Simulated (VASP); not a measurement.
# AlN (P6_3mc) in VASP: G0W0 quasiparticle levels with PBEsol

Aim: the G0W0 quasiparticle levels of AlN with PBEsol.

All numbers are computed with VASP 6.6.1; they aren't measurements. Logs are shortened: lines on timing, memory, paths and dates and some standing lists are left out, and cuts for length are marked.

**Measured values to compare with.**

“Self-assembly of well-separated AlN nanowires directly on sputtered metallic TiN films”, 2019, arxiv:1910.07391 quotes, for a bulk crystal of AlN at 10 K: band gap 6.034 eV (an exciton energy, a little under the gap).

The runs below are set against these values where they give the same quantity.

### Step 1. The crystal as given

Symmetry: P6_3mc, No. 186, hexagonal system. Conventional cell: a = 3.113 Å, b = 3.113 Å, c = 4.981 Å, α = 90.00°, β = 90.00°, γ = 120.00°. Al (site symmetry 3m) has 4 N at 1.89 Å as nearest neighbours. N (site symmetry 3m) has 4 Al at 1.89 Å as nearest neighbours.

### Step 2. G0W0 quasiparticle levels, PBEsol

Contents of POSCAR:

```
AlN
1.0
    3.1130000000      0.0000000000      0.0000000000
   -1.5565000000      2.6959370820      0.0000000000
    0.0000000000      0.0000000000      4.9810000000
Al N
2 2
Direct
    0.3333333333      0.6666666667      0.0000000000
    0.6666666667      0.3333333333      0.5000000000
    0.3333333333      0.6666666667      0.3800000000
    0.6666666667      0.3333333333      0.8800000000
```

Contents of INCAR.step1:

```
PREC = Accurate ; ENCUT = 450
EDIFF = 1E-8 ; ISMEAR = 0
SIGMA = 0.01 ; LREAL = F
LASPH = T ; NELM = 100
ALGO = Fast ; LWAVE = T
LCHARG = F ; GGA = PS
KPAR = 8
```

Contents of INCAR.step2:

```
PREC = Accurate ; ENCUT = 450
EDIFF = 1E-8 ; ISMEAR = 0
SIGMA = 0.01 ; LREAL = F
LASPH = T ; NELM = 1
ALGO = Exact ; LWAVE = T
LCHARG = F ; GGA = PS
NBANDS = 448 ; LOPTICS = T
ISTART = 1 ; KPAR = 8
```

Contents of INCAR.step3:

```
PREC = Accurate ; ENCUT = 450
EDIFF = 1E-8 ; ISMEAR = 0
SIGMA = 0.01 ; LREAL = F
LASPH = T ; ALGO = EVGW0
LWAVE = F ; LCHARG = F
GGA = PS ; NELMGW = 1
NBANDS = 448 ; ENCUTGW = 230
NOMEGA = 50 ; PRECFOCK = Fast
ISTART = 1 ; NBANDSGW = 16
KPAR = 8
```

Contents of KPOINTS:

```
regular mesh
0
Gamma
  6 6 4
```

Potentials or basis: VASP PAW PBE potentials, release 64 (Al_GW, N_GW).

Launch:

```
cat potpaw_PBE.64/Al_GW/POTCAR potpaw_PBE.64/N_GW/POTCAR > POTCAR
cp INCAR.step1 INCAR
mpirun -np 8 vasp_std > vasp.out
cp INCAR.step2 INCAR
mpirun -np 8 vasp_std > vasp.out
cp INCAR.step3 INCAR
mpirun -np 8 vasp_std > vasp.out
```

OUTCAR:

```text
PREC = Accurate
   ENCUT = 450
   EDIFF = 1E-8
   ISMEAR = 0
   LREAL = F
   LASPH = T
   GGA = PS
   NELMGW = 1
   ENCUTGW = 230
   PRECFOCK = Fast
   ISTART = 1

 ion  position               nearest neighbor table
   1  0.333  0.667  0.000-   3 1.89   4 1.89   4 1.89   4 1.89
   2  0.667  0.333  0.500-   4 1.89   3 1.89   3 1.89   3 1.89
   3  0.333  0.667  0.380-   1 1.89   2 1.89   2 1.89   2 1.89
   4  0.667  0.333  0.880-   2 1.89   1 1.89   1 1.89   1 1.89

  LATTYP: Found a hexagonal cell.
 ALAT       =     3.1130000000
 C/A-ratio  =     1.6000642467

  Lattice vectors:

 A1 = (   3.1130000000,   0.0000000000,   0.0000000000)
 A2 = (  -1.5565000000,   2.6959370820,   0.0000000000)
 A3 = (   0.0000000000,   0.0000000000,   4.9810000000)

Analysis of symmetry for initial positions (statically):
=====================================================================
 Subroutine PRICEL returns:
 Original cell was already a primitive cell.

 Routine SETGRP: Setting up the symmetry group for a
 hexagonal supercell.

 Subroutine GETGRP returns: Found 12 space group operations
 (whereof  6 operations were pure point group operations)
 out of a pool of 24 trial point group operations.

The static configuration has the point symmetry C_3v.
 The point group associated with its full space group is C_6v.

Analysis of symmetry for dynamics (positions and initial velocities):
=====================================================================
 Subroutine PRICEL returns:
 Original cell was already a primitive cell.

 Routine SETGRP: Setting up the symmetry group for a
 hexagonal supercell.

 Subroutine GETGRP returns: Found 12 space group operations
 (whereof  6 operations were pure point group operations)
 out of a pool of 24 trial point group operations.

The dynamic configuration has the point symmetry C_3v.
 The point group associated with its full space group is C_6v.

 Subroutine INISYM returns: Found 12 space group operations
 (whereof  6 operations are pure point group operations),
 and found     1 'primitive' translations

----------------------------------------------------------------------------------------

                                     Primitive cell

  volume of cell :      41.8028

  direct lattice vectors                    reciprocal lattice vectors
     3.113000000  0.000000000  0.000000000     0.321233537  0.185464269  0.000000000
    -1.556500000  2.695937082  0.000000000     0.000000000  0.370928538  0.000000000
     0.000000000  0.000000000  4.981000000     0.000000000  0.000000000  0.200762899

  length of vectors
     3.113000000  3.113000000  4.981000000     0.370928538  0.370928538  0.200762899

  position of ions in fractional coordinates (direct lattice)
     0.333333333  0.666666667  0.000000000
     0.666666667  0.333333333  0.500000000
     0.333333333  0.666666667  0.380000000
     0.666666667  0.333333333  0.880000000

  ion indices of the primitive-cell ions
   primitive index   ion index
                 1           1
                 2           2
                 3           3
                 4           4

----------------------------------------------------------------------------------------

 KPOINTS: regular mesh

Automatic generation of k-mesh.
 Grid dimensions read from file:
 generate k-points for:    6    6    4

 Generating k-lattice:

  Cartesian coordinates                     Fractional coordinates (reciprocal lattice)
     0.053538923  0.030910711  0.000000000     0.166666667  0.000000000  0.000000000
     0.000000000  0.061821423  0.000000000     0.000000000  0.166666667  0.000000000
     0.000000000  0.000000000  0.050190725     0.000000000  0.000000000  0.250000000

  Length of vectors
     0.061821423  0.061821423  0.050190725

  Shift w.r.t. Gamma in fractional coordinates (k-lattice)
     0.000000000  0.000000000  0.000000000

 Subroutine IBZKPT returns following result:
 ===========================================

 Found     21 irreducible k-points:

 Following reciprocal coordinates:
            Coordinates               Weight
  0.000000  0.000000  0.000000      1.000000
  0.166667  0.000000  0.000000      6.000000
  0.333333  0.000000  0.000000      6.000000
  0.500000  0.000000  0.000000      3.000000
  0.166667  0.166667  0.000000      6.000000
  0.333333  0.166667  0.000000     12.000000
[... 13 lines left out ...]
  0.333333  0.166667  0.500000     12.000000
  0.333333  0.333333  0.500000      2.000000
   k-points           NKPTS =     21   k-points in BZ     NKDIM =    144   number of bands    NBANDS=    448
   number of dos      NEDOS =    301   number of ions     NIONS =      4
   total plane-waves  NPLWV =  20736
   dimension x,y,z NGX =    24 NGY =   24 NGZ =   36
   dimension x,y,z NGXF=    48 NGYF=   48 NGZF=   72
   ions per type =               2   2
   NGX,Y,Z   is equivalent  to a cutoff of  12.82, 12.82, 12.02 a.u.
   NGXF,Y,Z  is equivalent  to a cutoff of  25.63, 25.63, 24.03 a.u.
 SYSTEM =  unknown system
   PREC   = accura    normal or accurate (medium, high low for compatibility)
   ISTART =      1    job   : 0-new  1-cont  2-samecut
   ICHARG =      0    charge: 1-file 2-atom 10-const
   ISPIN  =      1    spin polarized calculation?
   LNONCOLLINEAR =      F non collinear calculations
   LSORBIT =      F    spin-orbit coupling
   LASPH  =      T    aspherical Exc in radial PAW
   ENCUT  =  450.0 eV  33.07 Ry    5.75 a.u.   5.38  5.38  8.62*2*pi/ulx,y,z
   NELM   =     60;   NELMIN=  2; NELMDL=  0     # of ELM steps
   EDIFF  = 0.1E-07   stopping-criterion for ELM
   LREAL  =      F    real-space projection
   EDIFFG = 0.1E-06   stopping-criterion for IOM
   NSW    =      0    number of steps for IOM
   IBRION =     -1    ionic relax: 0-MD 1-quasi-New 2-CG
   NFREE  =      0    steps in history (QN), initial steepest desc. (CG)
   ISIF   =      0    stress and relaxation
   ISYM   =      3    0-nonsym 1-usesym 2-fastsym
   POTIM  = 0.5000    time-step for ionic-motion
   TEBEG  =    0.0;   TEEND  =   0.0 temperature during run
   PSTRESS=    0.0 pullay stress
   NELECT =      16.0000    total number of electrons
   NUPDOWN=      -1.0000    fix difference up-down
   EMIN   =  10.00;   EMAX   =-10.00  energy-range for DOS
   EFERMI =   0.00;   METHOD = LEGACY
   ISMEAR =     0;   SIGMA  =   0.01  broadening in eV -4-tet -1-fermi 0-gaus
   EFERMI_NEDOS =   21; number of points for ismear=-14 and -15
   IALGO  =     38    algorithm
   IMIX   =      4    mixing-type and parameters
     AMIX     =   0.40;   BMIX     =  1.00
     AMIX_MAG =   1.60;   BMIX_MAG =  1.00
  volume/ion in A,a.u.               =      10.45        70.52
  Fermi-wavevector in a.u.,A,eV,Ry     =   1.188629  2.246183 19.222843  1.412839
  Thomas-Fermi vector in A             =   2.324754
   LORBIT       =      0    0 simple, 1 ext, 2 COOP (PROOUT), +10 PAW based schemes
   GGA     = PS    functional components
   LHFCALC =     T    Hartree Fock is set to
   PRECFOCK=fast      Normal, Fast or Accurate (Low or Medium for compatibility)
   ENCUT4O =  -1.0   cutoff for four orbital integrals eV
   NKREDX  =     1    reduce k-point grid by
   NKREDY  =     1    reduce k-point grid by
   NKREDZ  =     1    reduce k-point grid by
   AEXX    =    1.0000 exact exchange contribution
   HFSCREEN=    0.0000 screening length (either q_TF or 0.3 A-1)
   HFSCREENC=   0.0000 screening length for correlation (either q_TF or 0.3 A-1)
   ENCUTFOCK=  -1.0 apply spherical cutoff to Coloumb kernel
   IVDW    =     0    specifies the selected vdW correction
   LEPSILON=     F    determine dielectric tensor
   LRPA    =     F    only Hartree local field effects (RPA)
   LRPAFORCE           =     F    calculate RPA forces
   ENCUTGW             = 230.0    cutoff for response function in eV
   ENCUTGWSOFT         = 184.0    soft cutoff for Coulomb kernel in GW response function in eV
   ENCUTLF             =  -1.0    cutoff for local field effects
   NELMGW              =     1    number of iterations in solving QP/BSE equation
   NELMHF              =     1    number of iterations in the inner HF iteration
   NKREDLFX            =     1    NKREDLFY  =   1   NKREDLFZ  =   1
 non-spin polarized calculation
 Gauss-broadening in eV      SIGMA  =   0.01
  energy-cutoff  :      450.00
  volume of cell :       41.80
 maximum number of plane-waves:       929
 NGX is ok and might be reduce to    24
  NGX = 14; NGY = 14; NGZ = 24
   NGX = 11   NGY = 11   NGZ = 17
 maximum number of plane-waves:       342

 QP shifts <psi_nk| G(iteration)W_0 |psi_nk>: iteration 1
 for sc-GW calculations column KS-energies equals QP-energies in previous step
 and V_xc(KS)=  KS-energies - (<T + V_ion + V_H > + <T+V_H+V_ion>^1  + <V_x>^1)

 k-point   1 :       0.0000    0.0000    0.0000
  band No.  KS-energies  QP-energies   sigma(KS)   V_xc(KS)     V^pw_x(r,r')   Z            occupation Imag(sigma)

      1     -10.1343     -11.8488     -17.0894     -14.6980     -24.6801       0.7169       2.0000       1.2245
      2      -7.9483      -9.6321     -18.5401     -16.1981     -25.7787       0.7189       2.0000       0.9632
      3      -1.0306      -2.3502     -14.5333     -12.7032     -18.4806       0.7210       2.0000       0.1601
      4       4.1748       2.9640     -17.8024     -16.2339     -20.5259       0.7719       2.0000       0.0334
      5       4.1748       2.9640     -17.8024     -16.2339     -20.5259       0.7719       2.0000       0.0334
      6       4.8342       3.6861     -18.1673     -16.6869     -20.7175       0.7755       2.0000       0.0297
[... 8 lines left out ...]
     15      18.0759      19.0867      -9.4018     -10.6752      -4.0375       0.7938       0.0000      -0.1660
     16      18.0759      19.0867      -9.4018     -10.6752      -4.0375       0.7938       0.0000      -0.1660

 k-point   2 :       0.1667    0.0000    0.0000
  band No.  KS-energies  QP-energies   sigma(KS)   V_xc(KS)     V^pw_x(r,r')   Z            occupation Imag(sigma)

      1      -9.7843     -11.4850     -17.2434     -14.8698     -24.7710       0.7165       2.0000       1.1852
      2      -7.7584      -9.4484     -18.6793     -16.3386     -25.8816       0.7220       2.0000       0.9433
      3      -0.6113      -1.9379     -14.6846     -12.8617     -18.4887       0.7277       2.0000       0.1360
      4       2.7368       1.4584     -16.5725     -14.9016     -19.4926       0.7651       2.0000       0.0470
      5       3.5308       2.3216     -17.1579     -15.5887     -19.8521       0.7705       2.0000       0.0361
      6       3.7785       2.5358     -17.4563     -15.8414     -20.2460       0.7695       2.0000       0.0359
[... 8 lines left out ...]
     15      17.2927      18.2956     -10.1384     -11.4208      -4.6803       0.7820       0.0000      -0.1645
     16      17.6977      18.5861      -9.0933     -10.2057      -3.8200       0.7987       0.0000      -0.1801
[... 348 lines left out ...]
      5       2.3784       1.0749     -16.1770     -14.4692     -19.1555       0.7633       2.0000       0.0509
      6       2.3784       1.0749     -16.1770     -14.4692     -19.1555       0.7633       2.0000       0.0509
[... 8 lines left out ...]
     15      18.3769      19.3449     -10.4639     -11.7067      -4.8067       0.7789       0.0000      -0.2072
     16      18.3769      19.3449     -10.4639     -11.7067      -4.8067       0.7789       0.0000      -0.2072

 k-point  21 :       0.3333    0.3333    0.5000
  band No.  KS-energies  QP-energies   sigma(KS)   V_xc(KS)     V^pw_x(r,r')   Z            occupation Imag(sigma)

      1      -7.5496      -9.2508     -18.8736     -16.5427     -26.0509       0.7298       2.0000       0.9296
      2      -7.5496      -9.2508     -18.8736     -16.5427     -26.0509       0.7298       2.0000       0.9296
      3       0.1555      -1.1830     -15.2876     -13.4727     -18.9049       0.7375       2.0000       0.1070
      4       0.1555      -1.1830     -15.2876     -13.4727     -18.9049       0.7375       2.0000       0.1070
      5       1.1246      -0.2295     -15.2273     -13.4342     -18.4485       0.7552       2.0000       0.0714
      6       1.1246      -0.2295     -15.2273     -13.4342     -18.4485       0.7552       2.0000       0.0714
[... 8 lines left out ...]
     15      18.7284      19.5720      -9.2917     -10.3527      -3.9186       0.7952       0.0000      -0.2024
     16      18.7284      19.5720      -9.2917     -10.3527      -3.9186       0.7952       0.0000      -0.2024
```

Wall time 9.8 min (8 MPI ranks of Intel Xeon Platinum 8488C (Sapphire Rapids), shared host); peak memory 1.6 GiB.

What came out:

- Band gap on the k mesh, mean-field level: 4.14 eV, direct
- Quasiparticle gap: 5.89 eV
- Least direct quasiparticle gap: 5.89 eV

Caveat: bands, screening cutoff and mesh are small and nothing is extrapolated, so the quasiparticle values aren't converged.

### Step 3. Against experiment

Step 2. Against the measured gap of AlN, 6.034 eV (an exciton energy, a little under the gap; 10 K; quoted in “Self-assembly of well-separated AlN nanowires directly on sputtered metallic TiN films”, 2019, arxiv:1910.07391), the calculated 5.89 eV is off by -0.14 eV. 2 values of this kind are on record (6.034 to 6.0343 eV); this one was drawn at random. The value is that of G0W0 on PBEsol, without temperature or zero-point motion.
